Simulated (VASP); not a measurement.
Here is a VASP 6.6.1 calculation.

INCAR

```
PREC = Accurate
ENCUT = 600
EDIFF = 1E-6
ISMEAR = 1
SIGMA = 0.1
LREAL = F
LASPH = T
NELM = 80
ALGO = Normal
ISIF = 3
LWAVE = F
LCHARG = F
GGA = CA
IBRION = 2
NSW = 90
EDIFFG = -0.01
PSTRESS = 440.0
KPAR = 2
```

Contents of KPOINTS:

```
regular mesh
0
Gamma
  12 12 8
```

The input POSCAR:

```
SiNi
1.0
    2.9427706600      0.0000000000      0.0000000000
    0.0000000000      3.2803255400      0.0000000000
    0.0000000000      0.0000000000      4.6774467600
Si Ni
2 2
Direct
    0.0000000000      0.0000000000      0.1568568400
    0.5000000000      0.5000000000      0.8431431600
    0.0000000000      0.0000000000      0.6575044100
    0.5000000000      0.5000000000      0.3424955900
```

Potentials or basis: VASP PAW LDA potentials, release 64 (Si, Ni).

Launch:

```console
$ cat potpaw_LDA.64/Si/POTCAR potpaw_LDA.64/Ni/POTCAR > POTCAR
$ mpirun -np 2 vasp_std > vasp.out
```

(1) What does it give for the space group after relaxing (to 0.05 Å)?

(2) What does it give for the relaxed cell?

(3) Predict the band gap on the k mesh.

(4) Estimate the relaxed volume.

Answers

(1) Pmmn (No. 59).

(2) a = 2.631 Å, b = 3.194 Å, c = 4.480 Å, α = 90.00°, β = 90.00°, γ = 90.00°.

(3) none (metal or under the smearing width).

(4) 9.41 Å³/atom.

Caveat: the cell is relaxed towards a set pressure, so the enthalpy falls and the energy may rise; the volume moved by over 15 % at a fixed basis, so the end points are rough.
